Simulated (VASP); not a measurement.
Shape and ions are relaxed at each volume.

RuO2 is modelled in the tetragonal space group P4₂/mnm (No. 136), the rutile structure, Pearson symbol tP6. Conventional cell: a = b = 4.524 Å, c = 3.125 Å, α = β = γ = 90.00°. Ru on 2a is surrounded by 6 O at 1.956–1.996 Å (octahedral). O on 4f has 3 Ru at 1.956–1.996 Å (trigonal planar). (Neighbours: up to the widest gap in distance over summed covalent radii, below 1.35, at either atom; cation-cation and far metal-metal contacts left out.)

All values below come from PBE GGA, VASP's PBE PAW potentials (set 64) (plane waves; VASP). Run with 520 eV cut-off, 7×7×10 Γ-centred mesh, first-order Methfessel-Paxton smearing of 0.10 eV, potentials Ru_pv O.

Task: Give the energy at these volumes per atom, relative to the lowest: 10.01, 10.33, 10.65, 10.97, 11.29 Å³.

Result: 34.7, 8.4, 0.0, 6.7, 26.1 meV/atom. A third-order Birch-Murnaghan fit gives B0 = 250 GPa and B0′ = 4.7.

Measured: bulk modulus 270 GPa (computed value off by -7.2 %), as given by YANLING LI et al., International Journal of Modern Physics C (2008), arXiv:0807.3251. The calculation is for a static lattice, while the measured bulk modulus holds thermal and zero-point effects, which are part of the difference.

The compound is RuO2 in the rutile structure. It was relaxed first.
